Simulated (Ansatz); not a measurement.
# CuAu (P4/mmm) in Ansatz: further runs

The runs below take CuAu through single point, equation of state, with LDA.

All numbers are computed with Ansatz 0.2.0; they aren't measurements. Logs are shortened: lines on timing, memory, paths and dates and some standing lists are left out, and cuts for length are marked.

### Step 1. The crystal as given

The structure is tetragonal, space group P4/mmm (No. 123). Conventional cell: a = 2.811 Å, b = 2.811 Å, c = 3.685 Å, α = 90.00°, β = 90.00°, γ = 90.00°. Au (site symmetry 4/mmm) has 8 Cu at 2.71 Å and 4 Au at 2.81 Å as nearest neighbours. Cu (site symmetry 4/mmm) has 8 Au at 2.71 Å and 4 Cu at 2.81 Å as nearest neighbours.

### Step 2. Single point, LDA, 13.68 Å³/atom (volume scaled by 0.94)

Contents of input.yaml:

```yaml
crystal:
  lattice:
    - [2.7533711214, 0.0, 0.0]
    - [0.0, 2.7533711214, 0.0]
    - [0.0, 0.0, 3.6097748106]
  atoms:
    - { symbol: Au, position: [0.0, 0.0, 0.0] }
    - { symbol: Cu, position: [0.5, 0.5, 0.5] }
kpoints:
  mp_grid: { grid: [9, 9, 7] }
scf:
  occupations: { method: fermi_dirac, width: 0.05 }
hamiltonian:
  xc: lda
  pseudopotentials: { kind: all_electron, lapw: { basis_error: 0.001 } }
output:
  forces: true
  stress: true
  eigenvalues: true
```

Potentials or basis: all-electron LAPW, scalar-relativistic.

On the command line:

```bash
$ ansatz run input.yaml --threads 1 --pin off --max-ram 3072MiB --backend cpu --events-out ev --progress --plain --runs-dir out
```

Standard output:

```text
Warning: RAYON_NUM_THREADS=1 ignored (pool sized by the plan → 1); use --threads N
LAPW: plane waves up to 8.647 Å⁻¹, error target 1.0e-3 eV per atom; small_component_spin mean_spin; Cu in spheres of 1.297 Å, 19 of its electrons in bands, Dirac shells []; Au in spheres of 1.358 Å, 43 of its electrons in bands, Dirac shells [] (how accurate: hamiltonian.pseudopotentials.lapw.basis_error, Limitations)
Engine: ansatz 0.2.0, aarch64-unknown-linux-gnu
Pseudopotentials: kind: all_electron
Pseudopotential: Au, LAPW, valence charge 43, lapw/all_electron/scalar/gaussian/Au, Koelling and Harmon's equation, gaussian nucleus
Pseudopotential: Cu, LAPW, valence charge 19, lapw/all_electron/scalar/gaussian/Cu, Koelling and Harmon's equation, gaussian nucleus
Functional definition: SPW92
  exchange = slater_x
  correlation = pw_c
Crystal: 2 atoms, lattice volume = 27.366 Å³
Basis set: ecut = 284.9029720159116 eV, 309 PW (Γ), exchange–correlation at level 2
Bands: 38, of which v1, the nominal top of the filled ones, is band 31 counted from 1 (30 counted from 0)
Symmetry: 16 space group operations
Space group: P4/mmm (ITA 123), of the structure as read, at distance tolerance 3.0e-5 Å
k-points: 60 of 567
Non-local potential: Au, projectors of the file, none
Non-local potential: Cu, projectors of the file, none
Initial density: superposition of atomic densities (chi_scale 0.1, normalization cell, long waves kept (reshape's long-wave potential 0.00 eV rms))
Initial wavefunctions: plane waves of lowest kinetic energy (no species holds an atomic orbital)
Functional: x = slater, c = lda
iter 1 solved again at ethr=3.08e-4 eV; its pass at ethr=1.00e-1 eV (dr2=1.91e-1 eV) is discarded
SCF iter   1: F=—  HF=-561906.847500 eV  |F-HF|=—  |Δ(HF+E_count)|=         —  Δρ=3.62e-2  dr2=1.91e-1  ethr=3.08e-4  ⟨swp⟩=2.9  Hψ=14712  notcnv=0
preconditioner: auto → Kerker (q_TF=auto, 3.127 Å⁻¹)  [metal: Δε(μ)=0.098 eV  Ē_g=13.971 eV  σ=0.050 eV  W_gap=0.43  n_scr=14 (ndim 8)  ℏωp=33.3 eV  f_vac=0.000  D(μ)=0.66/eV (n_scr^D=2)]
SCF iter   2: F=—  HF=-561907.086337 eV  |F-HF|=—  |Δ(HF+E_count)|=   2.39e-1  Δρ=2.61e-2  dr2=3.43e-1  ethr=3.08e-4  ⟨swp⟩=3.0  Hψ=7432  notcnv=0
SCF iter   3: F=—  HF=-561905.777713 eV  |F-HF|=—  |Δ(HF+E_count)|=    1.31e0  Δρ=1.01e-2  dr2=2.14e-2  ethr=3.08e-4  ⟨swp⟩=3.0  Hψ=6779  notcnv=0
SCF iter   4: F=—  HF=-561905.760688 eV  |F-HF|=—  |Δ(HF+E_count)|=   1.70e-2  Δρ=7.65e-3  dr2=1.86e-2  ethr=3.45e-5  ⟨swp⟩=2.0  Hψ=6546  notcnv=0
SCF iter   5: F=—  HF=-561905.755531 eV  |F-HF|=—  |Δ(HF+E_count)|=   5.16e-3  Δρ=3.85e-3  dr2=4.90e-3  ethr=3.01e-5  ⟨swp⟩=2.0  Hψ=6526  notcnv=0
SCF iter   6: F=—  HF=-561905.755717 eV  |F-HF|=—  |Δ(HF+E_count)|=   1.86e-4  Δρ=1.65e-3  dr2=1.47e-3  ethr=7.91e-6  ⟨swp⟩=2.0  Hψ=6542  notcnv=0
iter 7 solved again at ethr=1.79e-7 eV; its pass at ethr=2.36e-6 eV (dr2=1.11e-4 eV) is discarded
SCF iter   7: F=—  HF=-561905.755245 eV  |F-HF|=—  |Δ(HF+E_count)|=   4.72e-4  Δρ=4.46e-4  dr2=1.11e-4  ethr=1.79e-7  ⟨swp⟩=2.0  Hψ=11171  notcnv=0
SCF iter   8: F=—  HF=-561905.755189 eV  |F-HF|=—  |Δ(HF+E_count)|=   5.60e-5  Δρ=2.20e-4  dr2=1.42e-5  ethr=1.79e-7  ⟨swp⟩=2.0  Hψ=6545  notcnv=0
SCF iter   9: F=—  HF=-561905.755188 eV  |F-HF|=—  |Δ(HF+E_count)|=   6.60e-7  Δρ=9.65e-5  dr2=5.01e-6  ethr=2.29e-8  ⟨swp⟩=2.0  Hψ=6547  notcnv=0
SCF iter  10: F=—  HF=-561905.755187 eV  |F-HF|=—  |Δ(HF+E_count)|=   1.78e-6  Δρ=2.85e-5  dr2=4.01e-7  ethr=8.08e-9  ⟨swp⟩=2.0  Hψ=6546  notcnv=0
SCF iter  11: F=—  HF=-561905.755187 eV  |F-HF|=—  |Δ(HF+E_count)|=   7.50e-8  Δρ=1.04e-5  dr2=2.74e-8  ethr=6.47e-10  ⟨swp⟩=2.0  Hψ=6546  notcnv=0
SCF iter  12: F=-561905.755187 eV  HF=-561905.755187 eV  |F-HF|=2.12e-8  |Δ(HF+E_count)|=   2.75e-8  Δρ=3.53e-6  dr2=2.93e-9  ethr=4.42e-11  ⟨swp⟩=2.0  Hψ=6546  notcnv=0
SCF 1 converged in 12 iterations: F = -561905.755187 eV  dr2 = 2.93e-9
SCF converged after 12 iterations
Free energy (F): -561905.755187 eV
Harris-Foulkes:  -561905.755187 eV  (|F-HF|=2.12e-8)
Internal energy: -561905.751682 eV  (E = F + TS)
E sigma→0 (E₀):  -561905.753434 eV
Entropy (-TS):   -0.003505 eV (-1.752 meV/atom)
Fermi energy:    22.907307 eV
--- Per-component energies (eV) ---
  E_band       = -4202.019325
  E_kinetic    = 634753.350010
  E_xc         = -11399.413159
  E_electrostatic = -1185259.688533  (all electrons and nuclei)
  E_smearing   = -0.003505  (= −TS)
  E_closure    = 0.000000  (closes the sum)
  E_atoms      = -561896.397049  (free atoms, spherical and without spin; not in F)
  Σ components = -561905.755187   (vs F -561905.755187, Δ=0.00e0)
  Basis errors (estimates in eV, not in F): energy 2.4e-4 per atom: plane waves 2.1e-4 (1.0e-4 summed), levels above the bands 4.0e-161, relativity 6.1e-9, radial functions 3.3e-5, core shells 1.0e-7; eigenvalues (radial functions only) 1.6e-6; not estimated: angular momenta, meshes, grids; target (lapw.basis_error) 1.0e-3; muffin-tin radii Cu 1.297 Å, Au 1.358 Å
--- Forces (eV/Å), atoms counted from 1 ---
  atom   1  Au    -0.00000000     0.00000000     0.00000000
  atom   2  Cu     0.00000000    -0.00000000    -0.00000000
  max |Σ_I F_I| component: 1.97e-31 eV/Å
--- Stress (GPa, compression-positive) ---
        1.764445      -0.000000      -0.000000
       -0.000000       1.764445      -0.000000
       -0.000000      -0.000000       0.579180
  P = ⅓ Tr σ = 1.3694 GPa (13.694 kbar)
--- Band table (eV; the first three rows and the last of 60) ---
  k-point 0: bands = ["-300.1098", "-300.1098", "-300.1057", "-300.1016", "-300.0825", "-88.6585", "-83.2479", "-56.3506", "-56.3418", "-56.3418", "-56.3369", "-56.3339", "-56.3249", "-56.3249", "-46.4986", "-46.4798", "-46.4798", "-34.5496", "-34.4749", "-34.4749", "12.5004", "15.8209", "15.9838", "18.6227", "18.6227", "19.8288", "19.8735", "20.6715", "21.1814", "21.4335", "21.4335", "24.8978", "31.4836", "33.1197", "33.1197", "40.2892", "40.4424", "40.4773"]
  k-point 1: bands = ["-300.1098", "-300.1098", "-300.1057", "-300.1016", "-300.0825", "-88.6585", "-83.2478", "-56.3506", "-56.3418", "-56.3418", "-56.3369", "-56.3339", "-56.3249", "-56.3249", "-46.4987", "-46.4798", "-46.4798", "-34.5511", "-34.4749", "-34.4749", "12.7600", "15.8710", "16.0771", "18.6815", "18.6815", "19.7955", "19.8761", "20.5922", "21.1272", "21.2539", "21.2539", "23.5263", "33.2363", "33.6371", "33.6371", "39.0098", "40.3191", "42.0352"]
  k-point 2: bands = ["-300.1098", "-300.1098", "-300.1057", "-300.1016", "-300.0825", "-88.6585", "-83.2478", "-56.3506", "-56.3418", "-56.3418", "-56.3369", "-56.3339", "-56.3249", "-56.3249", "-46.4987", "-46.4797", "-46.4797", "-34.5544", "-34.4748", "-34.4748", "13.4659", "15.9909", "16.3089", "18.8426", "18.8426", "19.6130", "20.0009", "20.3285", "20.8392", "20.8392", "20.9868", "21.3112", "35.0553", "35.0553", "36.5132", "38.0917", "40.0665", "41.8463"]
  k-point 59: bands = ["-300.1098", "-300.1098", "-300.1057", "-300.1016", "-300.0825", "-88.6553", "-83.2318", "-56.3499", "-56.3428", "-56.3428", "-56.3365", "-56.3341", "-56.3247", "-56.3247", "-46.5012", "-46.5012", "-46.4948", "-34.6508", "-34.6506", "-34.5213", "15.9020", "16.7562", "16.8346", "18.7925", "19.4311", "19.4358", "19.9361", "20.6516", "21.1659", "21.2052", "26.5484", "28.1388", "28.3978", "29.3305", "30.5638", "30.9145", "32.3705", "34.0400"]
```

Run time: 20 s. Hardware: 1 thread of Arm Neoverse V2, shared host; peak memory 0.4 GiB.

What came out:

```yaml
Free_energy: -561905.7552 eV
Pressure: 1.4 GPa
Band_gap_on_the_k_mesh: none (metal or under the smearing width)
```

### Step 3. Single point, LDA, 13.97 Å³/atom (volume scaled by 0.96)

input.yaml: that of step 2 with these lines changed.

```diff
@@ -2,5 +2,5 @@
   lattice:
-    - [2.7533711214, 0.0, 0.0]
-    - [0.0, 2.7533711214, 0.0]
-    - [0.0, 0.0, 3.6097748106]
+    - [2.7727616977, 0.0, 0.0]
+    - [0.0, 2.7727616977, 0.0]
+    - [0.0, 0.0, 3.6351965976]
   atoms:
```

Potentials or basis: all-electron LAPW, scalar-relativistic.

On the command line:

```bash
$ ansatz run input.yaml --threads 1 --pin off --max-ram 3072MiB --backend cpu --events-out ev --progress --plain --runs-dir out
```

Wall time 19 s (1 thread of Arm Neoverse V2, shared host); peak memory 0.4 GiB.

It converged, with:

```
Free energy            : -561905.7527 eV
Pressure               : -2.6 GPa
Band gap on the k mesh : none (metal or under the smearing width)
```

### Step 4. Single point, LDA, 14.27 Å³/atom (volume scaled by 0.98)

input.yaml: that of step 3 with these lines changed.

```diff
@@ -2,5 +2,5 @@
   lattice:
-    - [2.7727616977, 0.0, 0.0]
-    - [0.0, 2.7727616977, 0.0]
-    - [0.0, 0.0, 3.6351965976]
+    - [2.7918847965, 0.0, 0.0]
+    - [0.0, 2.7918847965, 0.0]
+    - [0.0, 0.0, 3.6602677112]
   atoms:
```

On the command line:

```bash
$ ansatz run input.yaml --threads 1 --pin off --max-ram 3072MiB --backend cpu --events-out ev --progress --plain --runs-dir out
```

Run time: 20 s. Hardware: 1 thread of Arm Neoverse V2, shared host; peak memory 0.4 GiB.

Results (log left out):

```
Free energy            : -561905.7367 eV
Pressure               : -6.1 GPa
Band gap on the k mesh : none (metal or under the smearing width)
```

### Step 5. Single point, LDA, 14.56 Å³/atom

input.yaml: that of step 4 with these lines changed.

```diff
@@ -2,5 +2,5 @@
   lattice:
-    - [2.7918847965, 0.0, 0.0]
-    - [0.0, 2.7918847965, 0.0]
-    - [0.0, 0.0, 3.6602677112]
+    - [2.8107494552, 0.0, 0.0]
+    - [0.0, 2.8107494552, 0.0]
+    - [0.0, 0.0, 3.685]
   atoms:
```

On the command line:

```bash
$ ansatz run input.yaml --threads 1 --pin off --max-ram 3072MiB --backend cpu --events-out ev --progress --plain --runs-dir out
```

It took 19 s on 1 thread of Arm Neoverse V2, shared host; peak memory 0.4 GiB.

It converged, with:

```yaml
Free_energy: -561905.7087 eV
Pressure: -9.2 GPa
Band_gap_on_the_k_mesh: none (metal or under the smearing width)
```

### Step 6. Single point, LDA, 14.85 Å³/atom (volume scaled by 1.02)

input.yaml: that of step 5 with these lines changed.

```diff
@@ -2,5 +2,5 @@
   lattice:
-    - [2.8107494552, 0.0, 0.0]
-    - [0.0, 2.8107494552, 0.0]
-    - [0.0, 0.0, 3.685]
+    - [2.8293642325, 0.0, 0.0]
+    - [0.0, 2.8293642325, 0.0]
+    - [0.0, 0.0, 3.7094046847]
   atoms:
```

Potentials or basis: all-electron LAPW, scalar-relativistic.

On the command line:

```bash
$ ansatz run input.yaml --threads 1 --pin off --max-ram 3072MiB --backend cpu --events-out ev --progress --plain --runs-dir out
```

Run time: 20 s. Hardware: 1 thread of Arm Neoverse V2, shared host; peak memory 0.39 GiB.

The run converged. Its results:

```
Free energy            : -561905.6705 eV
Pressure               : -11.8 GPa
Band gap on the k mesh : none (metal or under the smearing width)
```

### Step 7. Single point, LDA, 15.14 Å³/atom (volume scaled by 1.04)

input.yaml: that of step 6 with these lines changed.

```diff
@@ -2,5 +2,5 @@
   lattice:
-    - [2.8293642325, 0.0, 0.0]
-    - [0.0, 2.8293642325, 0.0]
-    - [0.0, 0.0, 3.7094046847]
+    - [2.8477372423, 0.0, 0.0]
+    - [0.0, 2.8477372423, 0.0]
+    - [0.0, 0.0, 3.7334924031]
   atoms:
```

On the command line:

```bash
$ ansatz run input.yaml --threads 1 --pin off --max-ram 3072MiB --backend cpu --events-out ev --progress --plain --runs-dir out
```

Wall time 24 s (1 thread of Arm Neoverse V2, shared host); peak memory 0.4 GiB.

It converged, with:

- Free energy: -561905.6233 eV
- Pressure: -14.1 GPa
- Band gap on the k mesh: none (metal or under the smearing width)

### Step 8. Single point, LDA, 15.43 Å³/atom (volume scaled by 1.06)

input.yaml: that of step 7 with these lines changed.

```diff
@@ -2,5 +2,5 @@
   lattice:
-    - [2.8477372423, 0.0, 0.0]
-    - [0.0, 2.8477372423, 0.0]
-    - [0.0, 0.0, 3.7334924031]
+    - [2.8658761851, 0.0, 0.0]
+    - [0.0, 2.8658761851, 0.0]
+    - [0.0, 0.0, 3.7572732506]
   atoms:
```

On the command line:

```bash
$ ansatz run input.yaml --threads 1 --pin off --max-ram 3072MiB --backend cpu --events-out ev --progress --plain --runs-dir out
```

It took 24 s on 1 thread of Arm Neoverse V2, shared host; peak memory 0.4 GiB.

The run converged. Its results:

* Free energy: -561905.5684 eV
* Pressure: -16.1 GPa
* Band gap on the k mesh: none (metal or under the smearing width)

### Step 9. Equation of state, LDA

Potentials or basis: all-electron LAPW, scalar-relativistic.

No new run: the results of the series are fitted here.

What came out:

| Item | Value |
| --- | --- |
| Equilibrium volume | 13.78 Å³/atom |
| Bulk modulus at fixed shape and positions | 194 GPa |
| Pressure derivative of the bulk modulus | 5.5 |

Energy against volume, from the lowest point:
```
volume (Å³/atom)  energy (meV/atom)
          13.683               0.00
          13.974               1.23
          14.265               9.26
          14.556              23.22
          14.847              42.34
          15.139              65.94
          15.430              93.41
```

Caveat: the cell was scaled at fixed shape and fractional positions, which overstates the stiffness of a crystal with free parameters, most of all of layers and chains. The run has no spin-orbit coupling, so splittings on Au are missing.
